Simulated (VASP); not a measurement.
Input of a VASP 6.6.1 run:

The input INCAR:

```
SYSTEM = GaAs
PREC     = Accurate       ! precision mode
ENCUT    = 600            ! plane-wave cutoff, eV
EDIFF    = 1E-7           ! SCF threshold, eV
ISMEAR   = -1             ! smearing method
SIGMA    = 0.05           ! smearing width, eV
LREAL    = .FALSE.        ! projectors in reciprocal space
LASPH    = .TRUE.         ! aspherical terms in the spheres
NELM     = 80             ! most SCF steps
ALGO     = Fast           ! electronic algorithm
ISIF     = 3              ! what is computed and relaxed
LWAVE    = .FALSE.        ! write WAVECAR
LCHARG   = .FALSE.        ! write CHGCAR
GGA      = PE             ! functional
IVDW     = 11             ! dispersion correction
IBRION   = 2              ! ionic algorithm
NSW      = 40             ! ionic steps
EDIFFG   = -0.01          ! ionic threshold
```

Contents of KPOINTS:

```
regular mesh
0
G
  8 8 8
  0 0 0
```

The input POSCAR:

```
GaAs
1.0
    0.0000000000      2.8268500000      2.8268500000
    2.8268500000      0.0000000000      2.8268500000
    2.8268500000      2.8268500000      0.0000000000
As Ga
1 1
Direct
    0.7500000000      0.7500000000      0.7500000000
    0.0000000000      0.0000000000      0.0000000000
```

Potentials or basis: VASP PAW PBE potentials, release 64 (As, Ga_d).

Run with:

```sh
$ cat potpaw_PBE.64/As/POTCAR potpaw_PBE.64/Ga_d/POTCAR > POTCAR
$ mpirun -np 1 vasp_std > vasp.out
```

Predict the band gap on the k mesh.

0.30 eV, direct.

Predict the relaxed volume.

23.25 Å³/atom.

Final structure:
```
CELL_PARAMETERS angstrom
0.00000 2.85414 2.85414
2.85414 0.00000 2.85414
2.85414 2.85414 0.00000
ATOMIC_POSITIONS crystal
As 0.75000 0.75000 0.75000
Ga 0.00000 0.00000 0.00000
```

Expect the measured gap to be larger: semilocal functionals such as PBE lack the derivative discontinuity. Zero-point motion and thermal expansion aren't in these numbers.
